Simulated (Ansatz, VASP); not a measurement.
# Al35N36 (V_Al) in two plane-wave programs

Aim: how closely do two programs agree when they are given the same cell, functional and k mesh? Of the first pair: The structure shown is the start of the Ansatz relaxation below; VASP solves that cell, so the two are compared at the walk's first step.

Program: Ansatz 0.2.0. Level of theory: plane waves, with VASP 6.6.1 beside it; single point at r2SCAN. Results are calculated unless marked as measured.

### 1. The structure

The cell holds 71 atoms: 35 Al and 36 N. Its edges and angles: a = 9.320 Å, b = 9.320 Å, c = 9.956 Å, α = 90.0°, β = 90.0°, γ = 120.0°. It derives from AlN (AlN (P6_3mc)). Nearest the centre at fractional (0.444, 0.556, 0.500): N52 at 1.86 Å, N55 at 1.88 Å, N40 at 1.89 Å, N56 at 1.93 Å, Al18 at 3.02 Å, Al17 at 3.03 Å, Al7 at 3.05 Å, Al22 at 3.05 Å. The cell carries charge +1.

Structure file:

```
Al N
1.0
     9.31957    0.00000    0.00000
    -4.65978    8.07098    0.00000
     0.00000    0.00000    9.95648
Al N
35 36
Direct
  0.22677 0.11693 0.25036
  0.11134 0.21732 0.49783
  0.22119 0.10642 0.74656
  0.11551 0.22636 0.00264
  0.21767 0.44086 0.24642
  0.10940 0.54959 0.49894
  0.22272 0.43963 0.74798
  0.11214 0.55352 0.00394
  0.22063 0.77180 0.24946
  0.10868 0.89162 0.50237
  0.22539 0.77508 0.75122
  0.10776 0.88635 0.99545
  0.55238 0.11145 0.25352
  0.44594 0.22742 0.50213
  0.55361 0.10675 0.75316
  0.44724 0.22207 0.00384
  0.55074 0.44530 0.25040
  0.55370 0.44699 0.74608
  0.44133 0.55755 0.00239
  0.56016 0.77999 0.24624
  0.44704 0.88711 0.49607
  0.55967 0.78091 0.74598
  0.44900 0.88792 0.99807
  0.88379 0.10885 0.24677
  0.77753 0.22520 0.50369
  0.89069 0.11712 0.74911
  0.78255 0.22148 0.99829
  0.88569 0.44159 0.25374
  0.77970 0.56158 0.49901
  0.88409 0.44430 0.74723
  0.77639 0.55302 0.99502
  0.88378 0.77514 0.25244
  0.78242 0.89100 0.50292
  0.89238 0.78202 0.75303
  0.77948 0.88458 0.99975
  0.22598 0.10980 0.44306
  0.11479 0.22106 0.18750
  0.22423 0.10734 0.93880
  0.10524 0.22097 0.69019
  0.22420 0.44669 0.43579
  0.10792 0.55503 0.18621
  0.22137 0.44130 0.94467
  0.10896 0.55176 0.68643
  0.22779 0.78055 0.44259
  0.10855 0.88513 0.19434
  0.21962 0.77241 0.94290
  0.10558 0.88481 0.68850
  0.55488 0.11610 0.44069
  0.44237 0.22624 0.19052
  0.55041 0.11132 0.94143
  0.44610 0.22349 0.68558
  0.54948 0.44217 0.44105
  0.43930 0.55011 0.19117
  0.55714 0.44108 0.93749
  0.44693 0.56135 0.68867
  0.55595 0.78191 0.43700
  0.44790 0.89471 0.18875
  0.55243 0.77391 0.94416
  0.44285 0.89153 0.69403
  0.89012 0.11563 0.44369
  0.77979 0.22830 0.19032
  0.89178 0.11398 0.93616
  0.77841 0.21781 0.69272
  0.88699 0.43893 0.43825
  0.77296 0.55609 0.19194
  0.88920 0.43924 0.94046
  0.77682 0.55962 0.68785
  0.88586 0.77918 0.43698
  0.77637 0.89007 0.19496
  0.88435 0.77237 0.94214
  0.78276 0.89222 0.69328
```

### 2. Ansatz: relaxation, r2SCAN

Ansatz runs on its PAW soft_1 files.

The two programs are compared at the cell with which this relaxation starts, whose forces are those of its first step.

File input.yaml:

```yaml
crystal:
  lattice:
    - [9.31956554, 9.0e-08, 0.0]
    - [-4.65978284, 8.07098046, 0.0]
    - [0.0, 0.0, 9.95647772]
  atoms:
    - { symbol: Al, position: [0.22222222, 0.11111111, 0.24960167] }
    - { symbol: Al, position: [0.11111111, 0.22222222, 0.49960167] }
    - { symbol: "N", position: [0.22222222, 0.11111111, 0.44039833] }
    - { symbol: "N", position: [0.11111111, 0.22222222, 0.19039833] }
    - { symbol: Al, position: [0.22222222, 0.11111111, 0.74960167] }
    - { symbol: Al, position: [0.11111111, 0.22222222, 0.99960167] }
    - { symbol: "N", position: [0.22222222, 0.11111111, 0.94039833] }
    - { symbol: "N", position: [0.11111111, 0.22222222, 0.69039833] }
    - { symbol: Al, position: [0.22222222, 0.44444444, 0.24960167] }
    - { symbol: Al, position: [0.11111111, 0.55555556, 0.49960167] }
    - { symbol: "N", position: [0.22222222, 0.44444444, 0.44039833] }
    - { symbol: "N", position: [0.11111111, 0.55555556, 0.19039833] }
    - { symbol: Al, position: [0.22222222, 0.44444444, 0.74960167] }
    - { symbol: Al, position: [0.11111111, 0.55555556, 0.99960167] }
    - { symbol: "N", position: [0.22222222, 0.44444444, 0.94039833] }
    - { symbol: "N", position: [0.11111111, 0.55555556, 0.69039833] }
    - { symbol: Al, position: [0.22222222, 0.77777778, 0.24960167] }
    - { symbol: Al, position: [0.11111111, 0.88888889, 0.49960167] }
    - { symbol: "N", position: [0.22222222, 0.77777778, 0.44039833] }
    - { symbol: "N", position: [0.11111111, 0.88888889, 0.19039833] }
    - { symbol: Al, position: [0.22222222, 0.77777778, 0.74960167] }
    - { symbol: Al, position: [0.11111111, 0.88888889, 0.99960167] }
    - { symbol: "N", position: [0.22222222, 0.77777778, 0.94039833] }
    - { symbol: "N", position: [0.11111111, 0.88888889, 0.69039833] }
    - { symbol: Al, position: [0.55555556, 0.11111111, 0.24960167] }
    - { symbol: Al, position: [0.44444444, 0.22222222, 0.49960167] }
    - { symbol: "N", position: [0.55555556, 0.11111111, 0.44039833] }
    - { symbol: "N", position: [0.44444444, 0.22222222, 0.19039833] }
    - { symbol: Al, position: [0.55555556, 0.11111111, 0.74960167] }
    - { symbol: Al, position: [0.44444444, 0.22222222, 0.99960167] }
    - { symbol: "N", position: [0.55555556, 0.11111111, 0.94039833] }
    - { symbol: "N", position: [0.44444444, 0.22222222, 0.69039833] }
    - { symbol: Al, position: [0.55555556, 0.44444444, 0.24960167] }
    - { symbol: "N", position: [0.55555556, 0.44444444, 0.44039833] }
    - { symbol: "N", position: [0.44444444, 0.55555556, 0.19039833] }
    - { symbol: Al, position: [0.55555556, 0.44444444, 0.74960167] }
    - { symbol: Al, position: [0.44444444, 0.55555556, 0.99960167] }
    - { symbol: "N", position: [0.55555556, 0.44444444, 0.94039833] }
    - { symbol: "N", position: [0.44444444, 0.55555556, 0.69039833] }
    - { symbol: Al, position: [0.55555556, 0.77777778, 0.24960167] }
    - { symbol: Al, position: [0.44444444, 0.88888889, 0.49960167] }
    - { symbol: "N", position: [0.55555556, 0.77777778, 0.44039833] }
    - { symbol: "N", position: [0.44444444, 0.88888889, 0.19039833] }
    - { symbol: Al, position: [0.55555556, 0.77777778, 0.74960167] }
    - { symbol: Al, position: [0.44444444, 0.88888889, 0.99960167] }
    - { symbol: "N", position: [0.55555556, 0.77777778, 0.94039833] }
    - { symbol: "N", position: [0.44444444, 0.88888889, 0.69039833] }
    - { symbol: Al, position: [0.88888889, 0.11111111, 0.24960167] }
    - { symbol: Al, position: [0.77777778, 0.22222222, 0.49960167] }
    - { symbol: "N", position: [0.88888889, 0.11111111, 0.44039833] }
    - { symbol: "N", position: [0.77777778, 0.22222222, 0.19039833] }
    - { symbol: Al, position: [0.88888889, 0.11111111, 0.74960167] }
    - { symbol: Al, position: [0.77777778, 0.22222222, 0.99960167] }
    - { symbol: "N", position: [0.88888889, 0.11111111, 0.94039833] }
    - { symbol: "N", position: [0.77777778, 0.22222222, 0.69039833] }
    - { symbol: Al, position: [0.88888889, 0.44444444, 0.24960167] }
    - { symbol: Al, position: [0.77777778, 0.55555556, 0.49960167] }
    - { symbol: "N", position: [0.88888889, 0.44444444, 0.44039833] }
    - { symbol: "N", position: [0.77777778, 0.55555556, 0.19039833] }
    - { symbol: Al, position: [0.88888889, 0.44444444, 0.74960167] }
    - { symbol: Al, position: [0.77777778, 0.55555556, 0.99960167] }
    - { symbol: "N", position: [0.88888889, 0.44444444, 0.94039833] }
    - { symbol: "N", position: [0.77777778, 0.55555556, 0.69039833] }
    - { symbol: Al, position: [0.88888889, 0.77777778, 0.24960167] }
    - { symbol: Al, position: [0.77777778, 0.88888889, 0.49960167] }
    - { symbol: "N", position: [0.88888889, 0.77777778, 0.44039833] }
    - { symbol: "N", position: [0.77777778, 0.88888889, 0.19039833] }
    - { symbol: Al, position: [0.88888889, 0.77777778, 0.74960167] }
    - { symbol: Al, position: [0.77777778, 0.88888889, 0.99960167] }
    - { symbol: "N", position: [0.88888889, 0.77777778, 0.94039833] }
    - { symbol: "N", position: [0.77777778, 0.88888889, 0.69039833] }
  host:
    repeats: [3, 3, 2]
    atoms:
      - { symbol: Al, position: [0.66666667, 0.33333333, 0.49920333] }
      - { symbol: Al, position: [0.33333333, 0.66666667, 0.99920333] }
      - { symbol: "N", position: [0.66666667, 0.33333333, 0.88079667] }
      - { symbol: "N", position: [0.33333333, 0.66666667, 0.38079667] }
total_charge: 1
basis:
  ecutwfc: 500
  xc_grid: 2
hamiltonian:
  xc: r2scan
  pseudopotentials: { kind: paw, azcp: { folder: soft_1 } }
kpoints:
  mp_grid: { grid: [1, 1, 1], shift: [0.25, 0.25, 0.25] }
magnetization:
  spin_polarized: true
  initial_magnetization: 2
  spin_locking: { lock_magnetization: hard }
scf:
  occupations: { method: fixed }
  max_iter: 100
output:
  forces: true
  charged_corrections:
    epsilon: [4.49, 4.49, 4.72]
    static_epsilon: [8.15, 8.15, 9.65]
    defect_position: [0.444444, 0.555556, 0.499602]
relax:
  f_tol: 0.02
  max_steps: 80
  random_displacement: { amplitude: 0.05, seed: 5769 }
checkpoint:
  write: "../qp1_M2.relax.run"
  compress: false
  write_wavefunctions: true
  write_every: 100000
```

Launch:

```console
> ansatz run input.yaml --threads 4 --pin off --max-ram 15073MiB --backend cpu --events-out ev --progress --plain --runs-dir out
```

Numbers of over 12 decimals in the logs are rounded to 6 here.

What it wrote:

```text
Warning: This run holds its total moment fixed (magnetization.spin_locking.lock_magnetization: hard) and mixes its density by anderson or broyden (scf.mixing.algorithm, typed or taken by auto). Slabs with a fixed moment have converged under broyden above another state at the same moment, at the default mixing steps and at smaller ones, and under scf.lower_state_search: standard, light or off a state that such a mixer [...]
Engine: ansatz 0.2.0, aarch64-unknown-linux-gnu
Pseudopotentials: kind: paw
Pseudopotential: Al, paw, valence charge 3, recommended cutoff 500 eV (meta_gga), soft_1/Al.paw.azcp
Pseudopotential: N, paw, valence charge 5, recommended cutoff 500 eV (meta_gga), soft_1/N.paw.azcp
Functional definition: r2SCAN
  parameter k0 = 0.174
  parameter k1 = 0.065
  parameter a1 = 4.9479
  exchange = r2scan_x(k0 = k0, k1 = k1, a1 = a1)
  correlation = r2scan_c
Crystal: 71 atoms, lattice volume = 748.907 Å³
Basis set: ecut = 500 eV, 18913 PW (Γ), exchange–correlation on 144×144×150 points (8 copies of the dense FFT grid, shifted against one another)
Bands: 214, of which v1, the nominal top of the filled ones, is band 142 counted from 1 (141 counted from 0)
Symmetry: 1 space group operations
k-points: 1
Non-local potential: Al, projectors of the file, l = 0: 2, l = 1: 2, l = 2: 1
Non-local potential: N, projectors of the file, l = 0: 2, l = 1: 2, l = 2: 1
PAW form: soft (Blöchl's): semilocal exchange-correlation on the pseudo side does not see the compensation charge
PAW frozen core: Al, regenerated for the run's functional (the file was generated under x = pbe(κ = 0.804, μ = 0.219515), c = pbe(β = 0.066725))
PAW frozen core: N, regenerated for the run's functional (the file was generated under x = pbe(κ = 0.804, μ = 0.219515), c = pbe(β = 0.066725))
PAW one-centre angular grid: Al, 302 points (default); XC on 160 Gauss nodes
PAW one-centre angular grid: N, 302 points (default); XC on 160 Gauss nodes
Initial density: superposition of atomic densities (chi_scale 0.1, normalization cell, long waves kept (reshape's long-wave potential 0.16 eV rms))
Starting moments: Σ|m| = 2 μB on 71 of 71 sites
Initial wavefunctions: pseudopotential atomic-orbital guess
Functional: x = r2scan, c = r2scan; τ floored in thin density (d = 2e-4 eV/Å³)
SCF iter   1: F=—  HF=-32917.912152 eV  |F-HF|=—  |Δ(HF+E_count)|=         —  Δρ=7.10e-2 (↑6.84e-2 ↓7.10e-2)  dr2=1.74e2  dr2_τ=4.81e0  dr2_m=7.56e-1  M=2.000 μB ∫|m|=2.023 μB  β_m=1.20  ethr=3.10e-3  ⟨swp⟩=5.0  Hψ=1396  notcnv=0  defer=138
preconditioner: auto → Resta (q_TF=auto, 2.321 Å⁻¹)  ε∞=3.3  [insulator: Δε(μ)=0.117 eV  Ē_g=15.163 eV  n_scr=144 (ndim 8)  ℏωp=22.9 eV  f_vac=0.000  ε∞_Penn≈3.3]
spin=Collinear: Resta preconditioning applied to the charge; magnetization (m = ρ↑ − ρ↓) channel mixes plain (no charge-response kernel on spin).
SCF iter   2: F=—  HF=-32883.963045 eV  |F-HF|=—  |Δ(HF+E_count)|=    3.39e1  Δρ=3.70e-2 (↑3.70e-2 ↓3.63e-2)  dr2=4.92e1  dr2_τ=4.71e-1  dr2_m=1.64e-1  M=2.000 μB ∫|m|=2.394 μB  β_m=1.20  ethr=3.10e-3  ⟨swp⟩=3.0  Hψ=738  notcnv=0  defer=140  κ⁻¹=1.0e0(r=1)
SCF iter   3: F=—  HF=-32880.270351 eV  |F-HF|=—  |Δ(HF+E_count)|=    3.69e0  Δρ=2.34e-2 (↑2.34e-2 ↓2.28e-2)  dr2=1.70e1  dr2_τ=3.82e-1  dr2_m=2.93e-2  M=2.000 μB ∫|m|=2.377 μB  β_m=1.20  ethr=3.10e-3  ⟨swp⟩=3.0  Hψ=657  notcnv=0  defer=139  κ⁻¹=5.0e-1(r=2)
SCF iter   4: F=—  HF=-32879.873427 eV  |F-HF|=—  |Δ(HF+E_count)|=   3.97e-1  Δρ=1.69e-2 (↑1.69e-2 ↓1.51e-2)  dr2=5.58e0  dr2_τ=6.48e-2  dr2_m=5.53e-2  M=2.000 μB ∫|m|=2.841 μB  β_m=1.20  ethr=3.10e-3  ⟨swp⟩=2.5  Hψ=514  notcnv=0  defer=140  κ⁻¹=5.6e-2(r=3)
SCF iter   5: F=—  HF=-32880.117593 eV  |F-HF|=—  |Δ(HF+E_count)|=   2.44e-1  Δρ=1.27e-2 (↑1.27e-2 ↓1.18e-2)  dr2=2.81e0  dr2_τ=5.57e-2  dr2_m=5.29e-2  M=2.000 μB ∫|m|=2.714 μB  β_m=1.20  ethr=1.97e-3  ⟨swp⟩=2.0  Hψ=406  notcnv=0  defer=138  κ⁻¹=2.4e-2(r=4)
SCF iter   6: F=—  HF=-32880.432993 eV  |F-HF|=—  |Δ(HF+E_count)|=   3.15e-1  Δρ=7.89e-3 (↑7.89e-3 ↓7.44e-3)  dr2=1.05e0  dr2_τ=1.74e-2  dr2_m=9.29e-2  M=2.000 μB ∫|m|=3.325 μB  β_m=1.20  ethr=9.90e-4  ⟨swp⟩=2.0  Hψ=408  notcnv=0  defer=138  κ⁻¹=3.7e-3(r=5)
SCF iter   7: F=—  HF=-32880.705269 eV  |F-HF|=—  |Δ(HF+E_count)|=   2.72e-1  Δρ=3.59e-3 (↑3.59e-3 ↓2.06e-3)  dr2=3.93e-1  dr2_τ=3.85e-3  dr2_m=1.27e-2  M=2.000 μB ∫|m|=3.959 μB  β_m=1.20  ethr=3.70e-4  ⟨swp⟩=3.5  Hψ=584  notcnv=0  defer=139  κ⁻¹=1.2e-3(r=6)
[...]
k-point 0 ↓: bands = [... 138 lower, 6.2516, 6.2962, 6.3852, 7.5664, 8.0295, 8.3095, 12.6918, 12.7586, ... 68 higher]
--- Relaxed structure (5 steps of the walk, 5 accepted, 0 SCFs on fresh bases) ---
  F+E_penalty+E_count = -32883.59663999 eV   max|allowed force component| = 1.022e-2 eV/Å
  atoms:
    - { symbol: Al, position: [0.221821, 0.110786, 0.248795] }
    - { symbol: Al, position: [0.108842, 0.216112, 0.502091] }
    - { symbol: N, position: [0.221287, 0.110368, 0.440112] }
    - { symbol: N, position: [0.110632, 0.220931, 0.189038] }
    - { symbol: Al, position: [0.221530, 0.110044, 0.751211] }
    - { symbol: Al, position: [0.110023, 0.220421, 0.999320] }
    - { symbol: N, position: [0.221550, 0.110500, 0.940508] }
    - { symbol: N, position: [0.110680, 0.220863, 0.690835] }
    - { symbol: Al, position: [0.221516, 0.443978, 0.243778] }
    - { symbol: Al, position: [0.109420, 0.559813, 0.502362] }
    - { symbol: N, position: [0.193168, 0.430076, 0.432333] }
    - { symbol: N, position: [0.110684, 0.555747, 0.189026] }
    - { symbol: Al, position: [0.215566, 0.440853, 0.750965] }
    - { symbol: Al, position: [0.110125, 0.556067, 0.999302] }
    - { symbol: N, position: [0.221059, 0.443905, 0.941327] }
    - { symbol: N, position: [0.110896, 0.555840, 0.690899] }
    - { symbol: Al, position: [0.221862, 0.777565, 0.248713] }
    - { symbol: Al, position: [0.110787, 0.888762, 0.499736] }
    - { symbol: N, position: [0.221356, 0.778179, 0.440089] }
    - { symbol: N, position: [0.110962, 0.888482, 0.190797] }
    - { symbol: Al, position: [0.221576, 0.777956, 0.751209] }
    - { symbol: Al, position: [0.110860, 0.888674, 1.000486] }
    - { symbol: N, position: [0.221507, 0.777952, 0.940452] }
    - { symbol: N, position: [0.111062, 0.888522, 0.690017] }
    - { symbol: Al, position: [0.555053, 0.110820, 0.248764] }
    - { symbol: Al, position: [0.439598, 0.216413, 0.502575] }
    - { symbol: N, position: [0.554848, 0.111143, 0.439986] }
    - { symbol: N, position: [0.443676, 0.221062, 0.189279] }
    - { symbol: Al, position: [0.555975, 0.111151, 0.750378] }
    - { symbol: Al, position: [0.443446, 0.220500, 0.999461] }
    - { symbol: N, position: [0.555430, 0.111175, 0.939997] }
    - { symbol: N, position: [0.443674, 0.220849, 0.691101] }
    - { symbol: Al, position: [0.555218, 0.444189, 0.244136] }
    - { symbol: N, position: [0.568387, 0.431095, 0.433291] }
    - { symbol: N, position: [0.444178, 0.555183, 0.190760] }
    - { symbol: Al, position: [0.558624, 0.440864, 0.751437] }
    - { symbol: Al, position: [0.444183, 0.555272, 0.998107] }
    - { symbol: N, position: [0.555693, 0.443947, 0.941717] }
    - { symbol: N, position: [0.444541, 0.554900, 0.714894] }
    - { symbol: Al, position: [0.555462, 0.777902, 0.243727] }
    - { symbol: Al, position: [0.439763, 0.890101, 0.502353] }
    - { symbol: N, position: [0.569556, 0.806404, 0.432252] }
    - { symbol: N, position: [0.443679, 0.888760, 0.189039] }
    - { symbol: Al, position: [0.558606, 0.783879, 0.751088] }
    - { symbol: Al, position: [0.443409, 0.889368, 0.999321] }
    - { symbol: N, position: [0.555550, 0.778477, 0.941393] }
    - { symbol: N, position: [0.443751, 0.888620, 0.690902] }
    - { symbol: Al, position: [0.888615, 0.110769, 0.248840] }
[...]
- { symbol: Al, position: [0.888641, 0.444325, 0.248750] }
    - { symbol: Al, position: [0.783119, 0.559857, 0.502517] }
    - { symbol: N, position: [0.888452, 0.444584, 0.439934] }
    - { symbol: N, position: [0.778381, 0.555753, 0.189361] }
    - { symbol: Al, position: [0.888353, 0.443493, 0.750399] }
    - { symbol: Al, position: [0.779018, 0.556062, 0.999521] }
    - { symbol: N, position: [0.888324, 0.444007, 0.940026] }
    - { symbol: N, position: [0.778698, 0.555815, 0.691051] }
    - { symbol: Al, position: [0.888715, 0.777639, 0.248836] }
    - { symbol: Al, position: [0.783370, 0.890551, 0.502117] }
    - { symbol: N, position: [0.889195, 0.778126, 0.440146] }
    - { symbol: N, position: [0.778501, 0.888766, 0.189026] }
    - { symbol: Al, position: [0.889492, 0.777948, 0.751222] }
    - { symbol: Al, position: [0.779031, 0.889431, 0.999345] }
    - { symbol: N, position: [0.888990, 0.777958, 0.940530] }
    - { symbol: N, position: [0.778592, 0.888733, 0.690882] }
```

(Continued in part 2 of 3.)

[Lines on the potential files, build, host, timing and source positions are cut from VASP's logs without a mark.]

[Logs are printed without paths, hosts, clocks, repeated set-up lines and the standing remarks that a program may print on its own settings, such as how far it seeks lower states.]

[Hosts, paths, dates, database ids (printed as entryN), source tags and the programs' standing remarks are cut or masked in the printed files.]
